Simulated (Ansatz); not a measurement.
# Ba: energies, forces and stress near the listed structure

Aim: see how energy, forces, stress and gap of Ba answer to further strains and shifts, distortions that keep the symmetry. Nothing is relaxed unless a step says so.

Method: DFT PBE, scalar-relativistic, plane waves, PAW, in Ansatz 0.2.0.

**1. Starting point**

It takes space group Pm-3m (No. 221, cubic). The conventional cell has a = 3.918 Å, b = 3.918 Å, c = 3.918 Å, α = 90.00°, β = 90.00°, γ = 90.00°. Ba (site symmetry m-3m) is surrounded by 6 Ba at 3.92 Å.

Structure file:

```cif
data_structure
_symmetry_space_group_name_H-M 'Pm-3m'
_symmetry_Int_Tables_number 221
_cell_length_a 3.9177
_cell_length_b 3.9177
_cell_length_c 3.9177
_cell_angle_alpha 90.000
_cell_angle_beta 90.000
_cell_angle_gamma 90.000
_cell_volume 60.13
loop_
_atom_site_label
_atom_site_type_symbol
_atom_site_symmetry_multiplicity
_atom_site_Wyckoff_symbol
_atom_site_fract_x
_atom_site_fract_y
_atom_site_fract_z
_atom_site_occupancy
Ba1 Ba 1 a 0.00000 0.00000 0.00000 1
```

The structure comes from the Materials Project (structure only).

**2. A change within the space group**

What differs from the listed cell: strain xx, yy, zz, yz, xz, xy = -0.5, -0.5, -0.5, +0.0, +0.0, +0.0 %.

The input, input.yaml:

```yaml
crystal:
  lattice:
    - [3.8962092712, 0.0, 0.0]
    - [0.0, 3.8962092712, 0.0]
    - [0.0, 0.0, 3.8962092712]
  atoms:
    - { symbol: Ba, position: [0.0, 0.0, 0.0] }
basis:
  ecutwfc: 420
kpoints:
  mp_grid: { grid: [12, 12, 12] }
hamiltonian:
  xc: pbe
scf:
  occupations: { method: gaussian, width: 0.1 }
output:
  forces: true
  stress: true
  eigenvalues: true
  populations: true
```

**3. A change within a subgroup**

The input, input.yaml:

```yaml
crystal:
  lattice:
    - [4.0086477646, -0.0783543508, -0.0783543508]
    - [-0.0783543508, 4.0086477646, 0.0783543508]
    - [-0.0783543508, 0.0783543508, 4.0086477646]
  atoms:
    - { symbol: Ba, position: [0.0, 0.0, 0.0] }
basis:
  ecutwfc: 420
kpoints:
  mp_grid: { grid: [9, 9, 9] }
hamiltonian:
  xc: pbe
scf:
  occupations: { method: gaussian, width: 0.1 }
output:
  forces: true
  stress: true
  eigenvalues: true
```

Q: Predict the outcome of this session. Wanted: for each run, case; energy; pressure; largest force.

**Answer**, as computed:

| step | case | energy (meV/atom) | pressure (GPa) | largest force (eV/Å) | gap on the mesh (eV) |
| --- | --- | --- | --- | --- | --- |
| 2 | a change within the space group | +0.0 | 0.3 | 0.00 | 0.00 |
| 3 | a change within a subgroup | -5.7* | -0.3 | 0.00 | 0.18 |

Energies are counted from step 2, with the smearing taken to zero; a star marks another k mesh, which can shift energies by itself, so starred rows don't rank against the others. A gap of 0.00 means none on the mesh at this level.

**Reading.** Among the distorted cells of the listed formula and level the gap runs from none (metal) to 0.18 eV.
